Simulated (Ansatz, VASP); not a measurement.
This is a calculation of Ta for Ansatz 0.2.0.

File input.yaml:

```yaml
crystal:
  lattice:
    - [2.71898, 0.0, 0.0]
    - [0.0, 2.71898, 0.0]
    - [0.0, 0.0, 28.48664]
  atoms:
    - { symbol: Ta, position: [1.0, 0.5, 0.30264] }
    - { symbol: Ta, position: [0.5, 0.0, 0.22392] }
kpoints:
  mp_grid: { grid: [10, 10, 1] }
scf:
  occupations: { method: fermi_dirac, width: 0.05 }
hamiltonian:
  xc: pbe
  pseudopotentials: { kind: all_electron, lapw: { basis_error: 0.001 } }
output:
  forces: true
  stress: true
  eigenvalues: true
  populations: true
```

Potentials or basis: all-electron LAPW, scalar-relativistic.

Run with:

```sh
$ ansatz run input.yaml --threads 4 --pin off --max-ram 12288MiB --backend cpu --events-out ev --progress --plain --runs-dir out
```

Question: Translate it to VASP 6.6.1. Potentials there: VASP PAW PBE potentials, release 64 (Ta_pv).

Answer: As run (the cutoff follows the program's own potentials):

The input INCAR:

```
SYSTEM = Ta
ALGO = Normal
EDIFF = 1E-6
ENCUT = 520
GGA = PE
ISIF = 2
ISMEAR = -1
LASPH = .True.
LCHARG = .True.
LELF = .True.
LREAL = .False.
LVHAR = .True.
LWAVE = .False.
NBANDS = 18
NELM = 80
PREC = Accurate
SIGMA = 0.05
```

KPOINTS

```
k-points
0
Gamma
  10 10 1
  0 0 0
```

File POSCAR:

```
Ta
1.0
    2.7189800000      0.0000000000      0.0000000000
    0.0000000000      2.7189800000      0.0000000000
    0.0000000000      0.0000000000     28.4866400000
Ta
2
Direct
    1.0000000000      0.5000000000      0.3026400000
    0.5000000000      0.0000000000      0.2239200000
```

Potentials or basis: VASP PAW PBE potentials, release 64 (Ta_pv).

Command:

```console
$ cat potpaw_PBE.64/Ta_pv/POTCAR > POTCAR
$ mpirun -np 1 vasp_std > vasp.out
```

Both were run:

|  | VASP | Ansatz | Ansatz less VASP |
| --- | --- | --- | --- |
| gap on the k mesh at the Fermi level (eV) | none | none | - |
| rms of the force components (eV/Å) | 0.039 | 0.039 | -0.0001 |

Atom by atom the forces differ by 0.000 eV/Å (rms over components). A gap of «none» marks a metal or a gap that the smearing closes. Ansatz ran all-electron here, so the differences hold the error of VASP's frozen core and of both bases.

Spin-orbit coupling is left out, which matters for the levels of Ta.
